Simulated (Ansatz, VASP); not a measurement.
## Two plane-wave programs on Si

```xyz
2
Lattice="0.0000 2.7010 2.7010 2.7010 0.0000 2.7010 2.7010 2.7010 0.0000" Properties=species:S:1:pos:R:3 pbc="T T T"
Si    4.0515    4.0515    4.0515
Si    2.7010    2.7010    2.7010
```

Alike in both runs: functional LDA; k mesh 8 × 8 × 8; occupations gaussian, width 0.02 eV; no spin polarisation.

Ansatz relaxed the structure, and its values are those at the end. VASP's run is a single point on that final structure, the one shown.

```csv
,VASP,Ansatz
version,VASP 6.6.1,Ansatz 0.2.0
potentials or method,"VASP PAW LDA potentials, release 64 (Si)","scalar-relativistic, plane waves, PAW"
plane-wave cutoff (eV),520,420
valence electrons in the cell,8,8
```

```tsv
	VASP	Ansatz	Ansatz less VASP
gap on the k mesh at the Fermi level (eV)	0.49	0.49	+0.001
least direct gap on the mesh (eV)	2.53	2.53	+0.002
pressure (GPa)	0.1	0.0	-0.04
```
